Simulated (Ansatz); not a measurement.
**N under compression and expansion**

```
CELL_PARAMETERS angstrom
0.00000 2.09207 2.09207
2.09207 0.00000 2.09207
2.09207 2.09207 0.00000
ATOMIC_POSITIONS crystal
N 0.00000 0.00000 0.00000
N 0.25000 0.25000 0.25000
```

The cell was built from the diamond type and relaxed in the same program, and has space group Fd-3m; it needn't be a known or the stable phase.

Levels of theory: DFT, PBE, all-electron LAPW, scalar-relativistic (Ansatz 0.2.0); DFT, PBE, PAW with Ansatz's default frozen-core files, scalar-relativistic (Ansatz 0.2.0).

For LAPW: a Γ-centred 13×13×13 k mesh, Fermi–Dirac smearing of 0.08 eV, basis error target 0.25 meV/atom, no spin polarisation. PAW takes a cutoff of 420 eV at this cell. The Ansatz runs share mesh, smearing and spin set-up. Plane-wave (PAW) pressures include the program's estimate of the Pulay term.

The cell above is scaled evenly, with fractional coordinates and shape held.

Problem. Estimate the equilibrium volume and bulk modulus that LAPW (all electrons) gives for this fixed shape.

Solution. V0 = 9.15 Å³/atom, B0 = 156 GPa, B0′ = 3.4, from a third-order Birch–Murnaghan fit to these pressures:
```
V/V(cell)  V (Å³/atom)  P, LAPW (GPa)  P, PAW (GPa)  free energy over the lowest listed, PAW (meV/atom)
   0.9500        8.699           8.72          8.75                                                12.0
   0.9750        8.928           4.10          4.12                                                 2.8
   1.0000        9.156          -0.03         -0.01                                                 0.0
   1.0250        9.385          -3.73         -3.71                                                 2.7
   1.0500        9.614          -7.05         -7.03                                                10.4
```

PAW's V0 lies 0.01 % from the all-electron value and its B0 0.0 %. Symmetry fixes shape and coordinates here, so this is the relaxed modulus.
